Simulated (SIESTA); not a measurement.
# ZnO (zincite) under changes of volume

One of the cells (11.900 Å³/atom); the others are scaled copies at fixed shape and fractional positions:

```
Zn O
1.0
     3.24931    0.00000    0.00000
    -1.62465    2.81398    0.00000
     0.00000    0.00000    5.20571
Zn O
2 2
Direct
  0.66667 0.33333 0.00000
  0.33333 0.66667 0.50000
  0.33333 0.66667 0.87901
  0.66667 0.33333 0.37901
```

- Program: SIESTA 5.4.2
- Functional: vdW-DF-cx
- Potentials or basis: PseudoDojo 0.4 standard (PBE files)
- Basis: DZP (energy shift 0.003 Ry; two zetas on semicore shells)
- Grid cutoff: 800 Ry
- Energy shift: 0.003 Ry
- k mesh: 9 × 9 × 5
- Occupations: fermi-dirac, width 0.05 eV
- Spin: no spin polarisation

```csv
volume (Å³/atom),energy over the lowest point (meV/atom),pressure (GPa),gap on the mesh (eV),largest force (eV/Å)
11.186,30.37,12.0,1.05,0.114
11.424,15.18,8.6,1.02,0.110
11.662,?,?,?,?
11.900,0.35,1.6,0.95,0.091
12.138,0.00,-1.1,0.92,0.083
12.376,3.66,-3.8,0.89,0.065
12.614,11.03,-6.0,0.86,0.056
```

Task: What does the run at 11.662 Å³/atom give?

Result: Energy over the lowest point 5.07 meV/atom; pressure 5.0 GPa; gap on the mesh 0.99 eV; largest force 0.099 eV/Å.

Worked out: A Birch-Murnaghan fit of order 3 (a polynomial in V^(-2/3)) to the other rows has its minimum at 12.04 Å³/atom with B0 = V·E''(V) = 145 GPa and B' = 3.7 at fixed shape and positions, which overstates the stiffness. It gives 5.31 meV/atom at 11.662 Å³/atom, against the run's 5.07, and -dE/dV = 4.9 GPa, against 5.0. A straight line through the other rows of the gap, of slope -1.6 eV per unit of ln V (its deformation potential), gives 0.98 eV, against the run's 0.99.

Energies are extrapolated to zero smearing.

Caveats: short orbitals over semicore shells can move pressures by several GPa; the valence orbitals were made in a potential fitted to the semicore shell under them, which widens gaps by tenths of an eV or more; the potentials were made for another functional, which shifts forces and pressure; an odd mesh through Γ misses points on the zone boundary, where band edges often lie; the basis of atomic orbitals isn't converged, which shifts pressures, moduli and gaps.
